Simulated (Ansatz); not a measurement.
# AlN (P6_3mc) in Ansatz: settings compared

The runs below take AlN through band structure, with PBE, LDA, RPBE, revPBE.

Everything below comes from runs of Ansatz 0.2.0. Logs are shortened: lines on timing, memory, paths and dates and some standing lists are left out, and cuts for length are marked.

**What was measured.**

From “Self-assembly of well-separated AlN nanowires directly on sputtered metallic TiN films”, 2019, arxiv:1910.07391, for a bulk crystal of AlN at 10 K: band gap 6.034 eV (an exciton energy, a little under the gap).

From “Structural and optical properties of self-assembled AlN nanowires grown on SiO2/Si substrates by molecular beam epitaxy”, 2024, arxiv:2402.00216, for a bulk crystal of AlN at 0 K: band gap 6.0343 eV (an exciton energy, a little under the gap).

The runs below are set against these values where they give the same quantity.

## Step 1: The structure

Symmetry: P6_3mc, No. 186, hexagonal system. The conventional cell has a = 3.113 Å, b = 3.113 Å, c = 4.981 Å, α = 90.00°, β = 90.00°, γ = 120.00°. Al (site symmetry 3m) is surrounded by 4 N at 1.89 Å. N (site symmetry 3m) is surrounded by 4 Al at 1.89 Å.

## Step 2: Band structure, PBE

Contents of input.yaml:

```yaml
crystal:
  lattice:
    - [3.113, 0.0, 0.0]
    - [-1.5565, 2.695937082, 0.0]
    - [0.0, 0.0, 4.981]
  atoms:
    - { symbol: Al, position: [0.6666666667, 0.3333333333, 0.5] }
    - { symbol: Al, position: [0.3333333333, 0.6666666667, 0.0] }
    - { symbol: "N", position: [0.6666666667, 0.3333333333, 0.88] }
    - { symbol: "N", position: [0.3333333333, 0.6666666667, 0.38] }
hamiltonian:
  xc: pbe
  pseudopotentials: { kind: paw }
kpoints:
  mp_grid: { grid: [10, 10, 6] }
  band_path:
    path:
      - [[0.0, 0.0, 0.0], [0.5, 0.0, 0.0], [0.3333333333, 0.3333333333, 0.0], [0.0, 0.0, 0.0], [0.0, 0.0, 0.5], [0.5, 0.0, 0.5], [0.3333333333, 0.3333333333, 0.5], [0.0, 0.0, 0.5]]
      - [[0.5, 0.0, 0.5], [0.5, 0.0, 0.0]]
      - [[0.3333333333, 0.3333333333, 0.0], [0.3333333333, 0.3333333333, 0.5]]
    npoints: 14
scf:
  occupations: { method: fermi_dirac, width: 0.05 }
  n_extra_bands: 10
output:
  forces: true
  stress: true
  eigenvalues: true
  fatbands: false
```

Potentials or basis: Ansatz PAW.

Command:

```sh
> ansatz run input.yaml --threads 2 --pin off --max-ram 5632MiB --backend cpu --events-out ev --progress --plain --runs-dir out
```

What it wrote:

```text
Warning: RAYON_NUM_THREADS=2 ignored (pool sized by the plan → 2); use --threads N
scf.n_extra_bands = 10 over 8 filled bands (N_el = 16.0): the run solves 18 bands
Engine: ansatz 0.2.0, x86_64-unknown-linux-gnu
Pseudopotentials: kind: paw
Pseudopotential: Al, paw, valence charge 3, recommended cutoff 420 eV (normal), Al.paw.azcp
Pseudopotential: N, paw, valence charge 5, recommended cutoff 420 eV (normal), N.paw.azcp
Functional definition: PBE
  parameter kappa = 0.804
  parameter beta = 0.06672455060314922
  exchange = pbe_x(kappa = kappa, mu = beta*pi^2/3)
  correlation = pbe_c(beta = beta)
Crystal: 4 atoms, lattice volume = 41.803 Å³
Basis set: ecut = 420 eV, 809 PW (Γ), exchange–correlation on 48×48×72 points (8 copies of the dense FFT grid, shifted against one another)
Bands: 18, of which v1, the nominal top of the filled ones, is band 8 counted from 1 (7 counted from 0)
Symmetry: 12 space group operations
Space group: P63mc (ITA 186), of the structure as read, at distance tolerance 3.5e-5 Å
k-points: 56 of 600 (time reversal used)
Non-local potential: Al, projectors of the file, l = 0: 2, l = 1: 2, l = 2: 1
Non-local potential: N, projectors of the file, l = 0: 2, l = 1: 2, l = 2: 1
PAW form: soft (Blöchl's): semilocal exchange-correlation on the pseudo side does not see the compensation charge
PAW one-centre angular grid: Al, 110 points (default); XC on 64 Gauss nodes
PAW one-centre angular grid: N, 110 points (default); XC on 64 Gauss nodes
Initial density: superposition of atomic densities (neutral atoms: chi_scale 0, normalization atom), corrected by the library's trained network
Initial wavefunctions: pseudopotential atomic-orbital guess
Functional: x = pbe(κ = 0.804, μ = 0.2195149727645171), c = pbe(β = 0.06672455060314922)
SCF iter   1: F=—  HF=-1848.497672 eV  |F-HF|=—  |Δ(HF+E_count)|=         —  Δρ=8.42e-4  dr2=1.52e-4  ethr=1.77e-3  ⟨swp⟩=5.4  Hψ=5585  notcnv=0  defer=8
preconditioner: auto → none  [insulator: Δε(μ)=4.209 eV  Ē_g=16.525 eV  σ=0.050 eV  W_gap=1.00  n_scr=2 (ndim 8)  ℏωp=23.0 eV  f_vac=0.000  D(μ)=0.00/eV (n_scr^D=0)  ε∞_Penn≈2.9]
SCF iter   2: F=—  HF=-1848.497933 eV  |F-HF|=—  |Δ(HF+E_count)|=   2.60e-4  Δρ=4.07e-4  dr2=2.63e-5  ethr=9.52e-7  ⟨swp⟩=2.2  Hψ=1726  notcnv=0  defer=75
SCF iter   3: F=—  HF=-1848.497789 eV  |F-HF|=—  |Δ(HF+E_count)|=   1.43e-4  Δρ=4.74e-5  dr2=3.81e-7  ethr=1.64e-7  ⟨swp⟩=2.1  Hψ=1220  notcnv=0  defer=75
iter 4 did not close the SCF: its close was put off for the readings that it lacked (scf_convergence_deferred on its scf_iter line)
SCF iter   4: F=-1848.497790 eV  HF=-1848.497790 eV  |F-HF|=7.31e-9  |Δ(HF+E_count)|=   9.09e-7  Δρ=7.98e-6  dr2=1.26e-8  ethr=2.38e-9  ⟨swp⟩=2.4  Hψ=1283  notcnv=0  defer=75
iter 5 did not close the SCF: its close was put off for the readings that it lacked (scf_convergence_deferred on its scf_iter line)
SCF iter   5: F=-1848.497790 eV  HF=-1848.497790 eV  |F-HF|=4.32e-11  |Δ(HF+E_count)|=   8.77e-9  Δρ=8.83e-7  dr2=1.95e-10  ethr=7.86e-11  ⟨swp⟩=2.9  Hψ=1392  notcnv=0  defer=75
SCF iter   6: F=-1848.497790 eV  HF=-1848.497790 eV  |F-HF|=1.82e-12  |Δ(HF+E_count)|=  7.50e-12  Δρ=1.81e-7  dr2=6.50e-12  ethr=1.22e-12  ⟨swp⟩=4.9  Hψ=4428  notcnv=0
SCF 1 converged in 6 iterations: F = -1848.497790 eV  dr2 = 6.50e-12
NSCF: frozen V_eff on 129 k-points
SCF converged after 6 iterations
Free energy (F): -1848.497790 eV
Harris-Foulkes:  -1848.497790 eV  (|F-HF|=1.82e-12)
Internal energy: -1848.497790 eV  (E = F + TS)
E sigma→0 (E₀):  -1848.497790 eV
Fermi energy:    9.257686 eV
--- Per-component energies (eV) ---
  E_band       = 30.374981
  E_kinetic    = 318.953815
  E_local      = -448.269773  (includes V_loc(G=0)·N_el)
  E_nonlocal   = 110.843854
  E_hartree    = 155.685241
  E_xc         = -203.726102
  E_vxc        = -215.995479  (∫ρ·V_xc dr)
  E_paw        = -1190.321748  (= ΣΔE_a)
  E_vpaw       = -46.528142  (= ΣTr[D̂ρ^β])
  E_aug_tail   = 0.000194  (compensation charges beyond the density's cutoff)
  E_ewald      = -591.663270
  E_smearing   = -0.000000  (= −TS)
  E_closure    = 0.000000  (closes the sum)
  Σ components = -1848.497790   (vs F -1848.497790, Δ=0.00e0)
--- Forces (eV/Å), atoms counted from 1 ---
  atom   1  Al     0.00000000     0.00000000    -0.12926063
  atom   2  Al     0.00000000    -0.00000000    -0.12926063
  atom   3  N     -0.00000000    -0.00000000     0.12923862
  atom   4  N      0.00000000     0.00000000     0.12923862
  max |Σ_I F_I| component: 4.40e-5 eV/Å
--- Stress (GPa, compression-positive) ---
        3.194250       0.000000      -0.000000
        0.000000       3.194250       0.000000
       -0.000000       0.000000       4.776983
  P = ⅓ Tr σ = 3.7218 GPa (37.218 kbar)
--- Band table (eV; the first three rows and the last of 56) ---
  k-point 0: bands = ["-8.0267", "-5.8834", "1.1562", "6.2905", "6.2905", "6.9399", "6.9399", "7.1196", "11.3323", "13.7884", "17.7301", "18.2932", "18.2932", "20.2876", "20.2903", "20.2903", "21.5808", "21.5808"]
  k-point 1: bands = ["-7.9204", "-6.0902", "1.5255", "6.3320", "6.3320", "6.5210", "6.8938", "6.8938", "11.8238", "13.8548", "17.5576", "18.2601", "18.2601", "19.4800", "19.8948", "19.8948", "22.0446", "22.0446"]
  k-point 2: bands = ["-7.6125", "-6.5824", "2.4942", "5.2378", "6.4457", "6.4457", "6.7702", "6.7702", "12.7746", "13.9124", "17.2871", "18.3045", "18.3090", "18.3090", "19.1831", "19.1831", "23.2545", "23.2545"]
  k-point 55: bands = ["-5.5270", "-5.5270", "2.2300", "2.2300", "3.5113", "3.5113", "6.3141", "6.3141", "14.2166", "14.2166", "15.3909", "15.3909", "18.9499", "18.9499", "20.7861", "20.7861", "23.2376", "23.2376"]
```

Run time: 7.8 s. Hardware: 2 threads of Intel Xeon at 2.50GHz (Skylake/Cascade Lake), shared host; peak memory 0.35 GiB.

What came out:

```yaml
Free_energy: -1848.4978 eV
Pressure: 3.7 GPa
Largest_force: 0.129 eV/Å
Band_gap_on_the_k_mesh: 4.21 eV, direct
Band_gap_along_the_path: 4.21 eV, direct
```

Forces in eV/Å, atoms in the order of the input:
```
Al   0.000  0.000 -0.129
Al   0.000  0.000 -0.129
N    0.000  0.000  0.129
N    0.000  0.000  0.129
```

Levels at the corners of the path, in eV from the valence-band top:
| point | band 4 | band 5 | band 6 | band 7 | band 8 | band 9 | band 10 | band 11 | band 12 | band 13 |
| --- | --- | --- | --- | --- | --- | --- | --- | --- | --- | --- |
| Γ | -0.83 | -0.83 | -0.18 | -0.18 | 0.00 | 4.21 | 6.67 | 10.61 | 11.17 | 11.17 |
| M | -4.12 | -3.32 | -2.05 | -1.76 | -0.66 | 5.82 | 5.84 | 8.20 | 10.29 | 10.91 |
| K | -3.75 | -3.75 | -2.41 | -2.37 | -2.37 | 5.07 | 8.37 | 9.69 | 9.69 | 11.56 |
| Γ | -0.83 | -0.83 | -0.18 | -0.18 | 0.00 | 4.21 | 6.67 | 10.61 | 11.17 | 11.17 |
| A | -3.31 | -0.51 | -0.51 | -0.51 | -0.51 | 6.47 | 6.47 | 10.35 | 10.35 | 11.49 |
| L | -5.56 | -1.43 | -1.43 | -1.35 | -1.35 | 5.33 | 5.33 | 9.30 | 9.30 | 11.83 |
| H | -4.80 | -3.82 | -3.82 | -0.78 | -0.78 | 7.43 | 7.43 | 7.87 | 7.87 | 11.93 |
| A | -3.31 | -0.51 | -0.51 | -0.51 | -0.51 | 6.47 | 6.47 | 10.35 | 10.35 | 11.49 |
| L | -5.56 | -1.43 | -1.43 | -1.35 | -1.35 | 5.33 | 5.33 | 9.30 | 9.30 | 11.83 |
| M | -4.12 | -3.32 | -2.05 | -1.76 | -0.66 | 5.82 | 5.84 | 8.20 | 10.29 | 10.91 |
| K | -3.75 | -3.75 | -2.41 | -2.37 | -2.37 | 5.07 | 8.37 | 9.69 | 9.69 | 11.56 |
| H | -4.80 | -3.82 | -3.82 | -0.78 | -0.78 | 7.43 | 7.43 | 7.87 | 7.87 | 11.93 |

Caveat: the pressure holds a Pulay correction of +0.5 GPa for the finite cutoff.

## Step 3: Band structure, LDA

Changes to input.yaml since step 2:

```diff
@@ -11,3 +11,3 @@
 hamiltonian:
-  xc: pbe
+  xc: lda
   pseudopotentials: { kind: paw }
```

Potentials or basis: Ansatz PAW.

Command:

```sh
> ansatz run input.yaml --threads 2 --pin off --max-ram 5632MiB --backend cpu --events-out ev --progress --plain --runs-dir out
```

Run time: 7.9 s. Hardware: 2 threads of Intel Xeon at 2.50GHz (Skylake/Cascade Lake), shared host; peak memory 0.35 GiB.

It converged, with:

```yaml
Free_energy: -1779.6987 eV
Pressure: -4.6 GPa
Largest_force: 0.117 eV/Å
Band_gap_on_the_k_mesh: 4.24 eV, direct
Band_gap_along_the_path: 4.24 eV, direct
```

Forces on the atoms (eV/Å):
```
Al   0.000  0.000 -0.117
Al   0.000  0.000 -0.117
N    0.000  0.000  0.117
N    0.000  0.000  0.117
```

Stress tensor (GPa, compression positive):
```
-5.21  0.00  0.00
 0.00 -5.21  0.00
 0.00  0.00 -3.54
```

Levels at the corners of the path, in eV from the valence-band top:
```
point  band 5  band 6  band 7  band 8  band 9  band 10  band 11  band 12
    Γ   -0.83   -0.18   -0.18    0.00    4.24     6.56    10.48    10.98
    M   -3.35   -2.07   -1.79   -0.66    5.69     5.70     8.11    10.16
    K   -3.78   -2.43   -2.39   -2.39    4.93     8.24     9.56     9.56
    Γ   -0.83   -0.18   -0.18    0.00    4.24     6.56    10.48    10.98
    A   -0.52   -0.52   -0.52   -0.52    6.42     6.42    10.18    10.18
    L   -1.44   -1.44   -1.36   -1.36    5.22     5.22     9.12     9.12
    H   -3.86   -3.86   -0.79   -0.79    7.31     7.31     7.75     7.75
    A   -0.52   -0.52   -0.52   -0.52    6.42     6.42    10.18    10.18
    L   -1.44   -1.44   -1.36   -1.36    5.22     5.22     9.12     9.12
    M   -3.35   -2.07   -1.79   -0.66    5.69     5.70     8.11    10.16
    K   -3.78   -2.43   -2.39   -2.39    4.93     8.24     9.56     9.56
    H   -3.86   -3.86   -0.79   -0.79    7.31     7.31     7.75     7.75
```

Caveat: the pressure holds a Pulay correction of +0.7 GPa for the finite cutoff; the PAW data sets come from PBE, with cores solved anew for the run's functional, which leaves a small shift of forces and pressure.

## Step 4: Band structure, RPBE

Changes to input.yaml since step 3:

```diff
@@ -11,3 +11,3 @@
 hamiltonian:
-  xc: lda
+  xc: rpbe
   pseudopotentials: { kind: paw }
@@ -28,2 +28,6 @@
   eigenvalues: true
-  fatbands: false
+  fatbands: true
+  write_density: true
+  write_potential: true
+  elf: true
+  volumetric_format: npy
```

Command:

```sh
> ansatz run input.yaml --threads 2 --pin off --max-ram 5632MiB --backend cpu --events-out ev --progress --plain --runs-dir out
```

It took 10 s on 2 threads of Intel Xeon at 2.50GHz (Skylake/Cascade Lake), shared host; peak memory 0.38 GiB.

The run converged. Its results:

| Quantity | Value |
| --- | --- |
| Free energy | -1857.2211 eV |
| Pressure | 7.4 GPa |
| Largest force | 0.138 eV/Å |
| Band gap on the k mesh | 4.25 eV, direct |
| Band gap along the path | 4.25 eV, direct |

Forces on the atoms (eV/Å):
```
Al   0.000  0.000 -0.138
Al   0.000  0.000 -0.138
N    0.000  0.000  0.138
N    0.000  0.000  0.138
```

Stress tensor (GPa, compression positive):
```
6.89 0.00 0.00
0.00 6.89 0.00
0.00 0.00 8.34
```

Levels at the corners of the path, in eV from the valence-band top:
```
point  band 5  band 6  band 7  band 8  band 9  band 10  band 11  band 12
    Γ   -0.83   -0.18   -0.18    0.00    4.25     6.75    10.69    11.26
    M   -3.31   -2.05   -1.75   -0.65    5.88     5.92     8.28    10.37
    K   -3.73   -2.40   -2.36   -2.36    5.14     8.44     9.75     9.75
    Γ   -0.83   -0.18   -0.18    0.00    4.25     6.75    10.69    11.26
    A   -0.51   -0.51   -0.51   -0.51    6.52     6.52    10.45    10.45
    L   -1.43   -1.43   -1.34   -1.34    5.40     5.40     9.39     9.39
    H   -3.80   -3.80   -0.78   -0.78    7.50     7.50     7.93     7.93
    A   -0.51   -0.51   -0.51   -0.51    6.52     6.52    10.45    10.45
    L   -1.43   -1.43   -1.34   -1.34    5.40     5.40     9.39     9.39
    M   -3.31   -2.05   -1.75   -0.65    5.88     5.92     8.28    10.37
    K   -3.73   -2.40   -2.36   -2.36    5.14     8.44     9.75     9.75
    H   -3.80   -3.80   -0.78   -0.78    7.50     7.50     7.93     7.93
```

Caveat: the pressure holds a Pulay correction of +0.4 GPa for the finite cutoff; the PAW data sets come from PBE, with cores solved anew for the run's functional, which leaves a small shift of forces and pressure.

## Step 5: Band structure, revPBE

Changes to input.yaml since step 4:

```diff
@@ -11,3 +11,3 @@
 hamiltonian:
-  xc: rpbe
+  xc: revpbe
   pseudopotentials: { kind: paw }
@@ -28,6 +28,2 @@
   eigenvalues: true
-  fatbands: true
-  write_density: true
-  write_potential: true
-  elf: true
-  volumetric_format: npy
+  fatbands: false
```

Command:

```sh
> ansatz run input.yaml --threads 2 --pin off --max-ram 5632MiB --backend cpu --events-out ev --progress --plain --runs-dir out
```

Run time: 8.4 s. Hardware: 2 threads of Intel Xeon at 2.50GHz (Skylake/Cascade Lake), shared host; peak memory 0.36 GiB.

The run converged. Its results:

| Property | Result |
| --- | --- |
| Free energy | -1854.7870 eV |
| Pressure | 6.5 GPa |
| Largest force | 0.136 eV/Å |
| Band gap on the k mesh | 4.24 eV, direct |
| Band gap along the path | 4.24 eV, direct |

Forces on the atoms (eV/Å):
```
Al   0.000  0.000 -0.136
Al   0.000  0.000 -0.136
N    0.000  0.000  0.136
N    0.000  0.000  0.136
```

Stress tensor (GPa, compression positive):
```
6.01 0.00 0.00
0.00 6.01 0.00
0.00 0.00 7.48
```

Levels at the corners of the path, in eV from the valence-band top:
| point | band 6 | band 7 | band 8 | band 9 | band 10 | band 11 |
| --- | --- | --- | --- | --- | --- | --- |
| Γ | -0.18 | -0.18 | 0.00 | 4.24 | 6.73 | 10.67 |
| M | -2.05 | -1.75 | -0.66 | 5.86 | 5.90 | 8.26 |
| K | -2.41 | -2.36 | -2.36 | 5.12 | 8.42 | 9.74 |
| Γ | -0.18 | -0.18 | 0.00 | 4.24 | 6.73 | 10.67 |
| A | -0.51 | -0.51 | -0.51 | 6.50 | 6.50 | 10.42 |
| L | -1.43 | -1.35 | -1.35 | 5.38 | 5.38 | 9.37 |
| H | -3.81 | -0.78 | -0.78 | 7.48 | 7.48 | 7.92 |
| A | -0.51 | -0.51 | -0.51 | 6.50 | 6.50 | 10.42 |
| L | -1.43 | -1.35 | -1.35 | 5.38 | 5.38 | 9.37 |
| M | -2.05 | -1.75 | -0.66 | 5.86 | 5.90 | 8.26 |
| K | -2.41 | -2.36 | -2.36 | 5.12 | 8.42 | 9.74 |
| H | -3.81 | -0.78 | -0.78 | 7.48 | 7.48 | 7.92 |

Caveat: the pressure holds a Pulay correction of +0.5 GPa for the finite cutoff; the PAW data sets come from PBE, with cores solved anew for the run's functional, which leaves a small shift of forces and pressure.

## Step 6: Overview

| level | gap on the mesh (eV) | pressure (GPa) | largest force (eV/Å) |
| --- | --- | --- | --- |
| PBE | 4.21 | 3.7 | 0.13 |
| LDA | 4.24 | -4.6 | 0.12 |
| RPBE | 4.25 | 7.4 | 0.14 |
| revPBE | 4.24 | 6.5 | 0.14 |

Alike in all rows: task band structure; potentials or basis Ansatz PAW; no spin polarisation; cell as given; k mesh 10 × 10 × 6; cutoff (eV) 420; smearing fermi-dirac 0.05 eV.

On the cell as given the gap runs from 4.21 eV (PBE) to 4.25 eV (RPBE). The pressure there spans -4.6 GPa (LDA) to 7.4 GPa (RPBE); a positive pressure means that this level wants a larger cell, a negative one a smaller.

Caveats: the PAW data sets come from PBE, with cores solved anew for the run's functional, which leaves a small shift of forces and pressure (some runs).

Absolute energies hang on the potentials; compare differences alone.

## Step 7: Comparison with measurements

Step 2. Against the measured gap of AlN, 6.034 eV (an exciton energy, a little under the gap; 10 K; quoted in “Self-assembly of well-separated AlN nanowires directly on sputtered metallic TiN films”, 2019, arxiv:1910.07391), the calculated 4.21 eV is off by -1.82 eV. 2 values of this kind are on record (6.034 to 6.0343 eV); this one was drawn at random. The value is that of PBE, without temperature or zero-point motion. Semilocal functionals fall short of measured gaps as a rule.

Step 3. A measured gap of AlN is 6.0343 eV (an exciton energy, a little under the gap; 0 K; quoted in “Structural and optical properties of self-assembled AlN nanowires grown on SiO2/Si substrates by molecular beam epitaxy”, 2024, arxiv:2402.00216); the calculated 4.24 eV misses it by -1.80 eV. 2 values of this kind are on record (6.034 to 6.0343 eV); this one was drawn at random. The value is that of LDA, without temperature or zero-point motion. Semilocal functionals fall short of measured gaps as a rule.

Step 4. Measured gap of AlN: 6.0343 eV (an exciton energy, a little under the gap; 0 K; quoted in “Structural and optical properties of self-assembled AlN nanowires grown on SiO2/Si substrates by molecular beam epitaxy”, 2024, arxiv:2402.00216). This calculation gives 4.25 eV (-1.79 eV). 2 values of this kind are on record (6.034 to 6.0343 eV); this one was drawn at random. The value is that of RPBE, without temperature or zero-point motion. Semilocal functionals fall short of measured gaps as a rule.

Step 5. Against the measured gap of AlN, 6.0343 eV (an exciton energy, a little under the gap; 0 K; quoted in “Structural and optical properties of self-assembled AlN nanowires grown on SiO2/Si substrates by molecular beam epitaxy”, 2024, arxiv:2402.00216), the calculated 4.24 eV is off by -1.80 eV. 2 values of this kind are on record (6.034 to 6.0343 eV); this one was drawn at random. The value is that of revPBE, without temperature or zero-point motion. Semilocal functionals fall short of measured gaps as a rule.
